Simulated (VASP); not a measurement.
Set up this calculation in VASP 6.6.1, as the native input.

| Property | Result |
| --- | --- |
| Task | relaxation of cell and atoms |
| Functional | PBE |
| Potentials or basis | VASP PAW PBE potentials, release 64 (Cd, S) |
| Cutoff | 600 eV |
| k mesh | 8 × 8 × 8 |
| Occupations | fermi-dirac, width 0.05 eV |
| Spin | no spin polarisation |
| Target pressure | 5 GPa |
| Further INCAR settings | ALGO = Normal; EDIFF = 1e-07; IBRION = 2; EDIFFG = -0.005; NSW = 60; ISIF = 3 |
| Target pressure | 5 GPa |

The structure of CdS lies in POSCAR:

```
CdS
1.0
    0.0000000000      2.7532440000      2.7532440000
    2.7532440000      0.0000000000      2.7532440000
    2.7532440000      2.7532440000      0.0000000000
Cd S
1 1
Direct
    0.0000000000      0.0000000000      0.0000000000
    0.5000000000      0.5000000000      0.5000000000
```

Measurements of this composition are mostly on another form, of space group No. 186.

The input as run:

INCAR

```
PREC     = Accurate       # precision mode
ENCUT    = 600            # plane-wave cutoff, eV
EDIFF    = 1E-7           # SCF threshold, eV
ISMEAR   = -1             # smearing method
SIGMA    = 0.05           # smearing width, eV
LREAL    = False          # projectors in reciprocal space
LASPH    = True           # aspherical terms in the spheres
NELM     = 80             # most SCF steps
ALGO     = Normal         # electronic algorithm
ISIF     = 3              # what is computed and relaxed
LWAVE    = False          # write WAVECAR
LCHARG   = False          # write CHGCAR
GGA      = PE             # functional
IBRION   = 2              # ionic algorithm
NSW      = 60             # ionic steps
EDIFFG   = -0.005         # ionic threshold
PSTRESS  = 50
```

KPOINTS

```
regular mesh
0
Gamma
  8 8 8
```

Potentials or basis: VASP PAW PBE potentials, release 64 (Cd, S).

Launch:

```sh
$ cat potpaw_PBE.64/Cd/POTCAR potpaw_PBE.64/S/POTCAR > POTCAR
$ mpirun -np 1 vasp_std > vasp.out
```

It gave:

- Relaxed volume: 19.63 Å³/atom
- Relaxed cell: a = 3.815 Å, b = 3.815 Å, c = 3.815 Å, α = 60.00°, β = 60.00°, γ = 60.00°
- Space group after relaxing (to 0.05 Å): Fm-3m (No. 225)
- Energy change on relaxing (the enthalpy is what falls): +17.8 meV/atom
- Ionic steps: 3
- Pressure after relaxing: 5.0 GPa
- Band gap on the k mesh: 0.25 eV, indirect (least direct gap 1.94 eV)

Caveat: the cell is relaxed towards a set pressure, so the enthalpy falls and the energy may rise.

Run time: 39 s on 1 thread of Intel(R) Xeon(R) Platinum 8259CL CPU @ 2.50GHz (Skylake/Cascade Lake) (shared host), peak memory 0.19 GiB.
